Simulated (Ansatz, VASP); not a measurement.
## ZrC in VASP and in Ansatz

```
Zr C
1.0
     0.00000    2.35021    2.35021
     2.35021    0.00000    2.35021
     2.35021    2.35021    0.00000
Zr C
1 1
Direct
  0.50000 0.50000 0.50000
  0.00000 0.00000 0.00000
```

Alike in both runs: task single point; functional PBEsol; k mesh 18 × 18 × 18; occupations gaussian, width 0.15 eV; no spin polarisation.

```csv
,VASP,Ansatz
version,VASP 6.6.1,Ansatz 0.2.0
potentials or method,"VASP PAW PBE potentials, release 64 (Zr_sv, C)","scalar-relativistic, plane waves, PAW"
plane-wave cutoff (eV),520,420
valence electrons in the cell,16,16
```

VASP gave:

* gap on the k mesh at the Fermi level (eV): none
* pressure (GPa): -4.2

Which values does Ansatz return?

gap on the k mesh at the Fermi level (eV): none; pressure (GPa): -4.6.

A gap of «none» marks a metal or a gap that the smearing closes.

Caveats: the PAW data sets were made with another functional, which shifts forces and pressure a little (VASP).
